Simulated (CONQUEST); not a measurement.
The system is CdS.

```
Cd S
1.0
     3.89368    0.00000    0.00000
     0.00000    3.89368    0.00000
     0.00000    0.00000    5.50649
Cd S
2 2
Cartesian
  0.0000 0.0000 0.0000
  1.9468 1.9468 2.7532
  0.0000 0.0000 2.7532
  1.9468 1.9468 0.0000
```

Measurements of this composition are mostly on another form, of space group No. 186.

```yaml
Program: CONQUEST 1.3
Task: single point
Functional: PBE
Potentials_or_basis: PseudoDojo NC PBE, DZP, grid cutoff 120 Ha
k_mesh: 7 × 7 × 5
Occupations: fermi-dirac, width 0.05 eV
Spin: no spin polarisation
```

On this cell: pressure 0.6 GPa; largest force zero by symmetry; band gap on the k mesh 0.24 eV.

The same run follows on a disturbed copy (atoms moved at random, drawn with an rms of 0.05 Å):

```
CELL_PARAMETERS angstrom
3.89368 0.00000 0.00000
0.00000 3.89368 0.00000
0.00000 0.00000 5.50649
ATOMIC_POSITIONS crystal
Cd 0.00395 0.01354 0.99081
Cd 0.50395 0.51354 0.49081
S 0.49480 0.50343 0.99740
S 0.99480 0.00343 0.49740
```

Problem. What does the disturbed cell give?

Solution. The energy moves by +2.0 meV/atom; pressure 0.4 GPa; largest force 0.098 eV/Å; band gap on the k mesh 0.25 eV.

Forces on the atoms (eV/Å):
```
Cd  -0.060 -0.054  0.055
Cd  -0.060 -0.054  0.055
S    0.056  0.051 -0.035
S    0.056  0.051 -0.035
```

The forces don't sum to zero, so they hold noise of the program's grid.

Caveats: the box holds several primitive cells, so bands are folded and the points are those of the box's own zone; an odd mesh through Γ misses points on the zone boundary, where band edges often lie; the basis of atomic orbitals isn't converged, which shifts pressures, moduli and gaps; the real-space grid breaks the cell's symmetry a little (some runs).
